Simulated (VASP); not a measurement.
Input of a VASP 6.6.1 run:

Contents of INCAR:

```
SYSTEM = Y
PREC = Accurate
ENCUT = 600
EDIFF = 1E-6
ISMEAR = 0
SIGMA = 0.1
LREAL = .False.
LASPH = .True.
NELM = 100
ALGO = Normal
ISIF = 3
LWAVE = .False.
LCHARG = .False.
GGA = PE
IBRION = 2
NSW = 80
EDIFFG = -0.05
```

The input KPOINTS:

```
Automatic mesh
0
Gamma
  6 6 4
  0 0 0
```

File POSCAR:

```
Y
1.0
    4.1899830315      0.0000000000      0.0000000000
   -2.0949915158      3.6286317467      0.0000000000
    0.0000000000      0.0000000000      6.8855086730
Y
2
Direct
    0.3333333333      0.6666666667      0.2500000000
    0.6666666667      0.3333333333      0.7500000000
```

Potentials or basis: VASP PAW PBE potentials, release 64 (Y_sv).

The run is started by

```bash
$ cat potpaw_PBE.64/Y_sv/POTCAR > POTCAR
$ mpirun -np 1 vasp_std > vasp.out
```

What does it give for the space group after relaxing (to 0.05 Å)?

P6_3/mmc (No. 194).

Estimate the relaxed volume.

33.05 Å³/atom.

Stress tensor (GPa, compression positive):
```
-0.24  0.00  0.00
 0.00 -0.24  0.00
 0.00  0.00 -0.12
```

Caveat: the volume moved by over 15 % at a fixed basis, so the end points are rough.
